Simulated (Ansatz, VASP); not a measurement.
**Two plane-wave programs on S**

The input INCAR:

```
SYSTEM = S
ALGO = Normal
EDIFF = 1E-7
ENCUT = 520
GGA = PE
ISIF = 2
ISMEAR = -1
LASPH = .True.
LCHARG = .False.
LREAL = .False.
LWAVE = .False.
NBANDS = 20
NELM = 80
PREC = Accurate
SIGMA = 0.05
```

The input KPOINTS:

```
k-points
0
Gamma
  5 5 9
  0 0 0
```

POSCAR

```
S
1.0
    5.7156578911      0.0000000000      0.0000000000
    0.0000000000      5.7156578911      0.0000000000
    0.0000000000      0.0000000000      2.9691500273
S
4
Direct
    0.6166086200      0.3833913800      0.0000000000
    0.3833913800      0.6166086200      0.0000000000
    0.1166086200      0.1166086200      0.5000000000
    0.8833913800      0.8833913800      0.5000000000
```

The input input.yaml:

```yaml
crystal:
  lattice:
    - [5.7156578911, 0.0, 0.0]
    - [0.0, 5.7156578911, 0.0]
    - [0.0, 0.0, 2.9691500273]
  atoms:
    - { symbol: S, position: [0.61660862, 0.38339138, 0.0] }
    - { symbol: S, position: [0.38339138, 0.61660862, 0.0] }
    - { symbol: S, position: [0.11660862, 0.11660862, 0.5] }
    - { symbol: S, position: [0.88339138, 0.88339138, 0.5] }
hamiltonian:
  xc: pbe
  pseudopotentials: { kind: paw }
kpoints:
  mp_grid: { grid: [5, 5, 9] }
scf:
  occupations: { method: fermi_dirac, width: 0.05 }
output:
  forces: true
  stress: true
  eigenvalues: true
```

Change from the starting cell: volume scaled by 1.02.

Alike in both runs: task single point; functional PBE; k mesh 5 × 5 × 9; occupations fermi-dirac, width 0.05 eV; no spin polarisation.

|  | VASP | Ansatz |
| --- | --- | --- |
| version | VASP 6.6.1 | Ansatz 0.2.0 |
| potentials or method | VASP PAW PBE potentials, release 64 (S) | Ansatz PAW |
| plane-wave cutoff (eV) | 520 | 420 |
| valence electrons in the cell | 24 | 24 |

Ansatz gave:

* gap on the k mesh at the Fermi level (eV): none
* pressure (GPa): 1.5
* largest component of the traceless stress (GPa): 1.30
* rms of the force components (eV/Å): 0.275

**Question.** Which values does VASP return?

**Answer.** gap on the k mesh at the Fermi level (eV): none; pressure (GPa): 0.9; largest component of the traceless stress (GPa): 0.78; rms of the force components (eV/Å): 0.124.

Atom by atom the forces differ by 0.150 eV/Å (rms over components). A gap of «none» marks a metal or a gap that the smearing closes. One of these differences is far larger than is usual between the two programs; its cause wasn't traced.
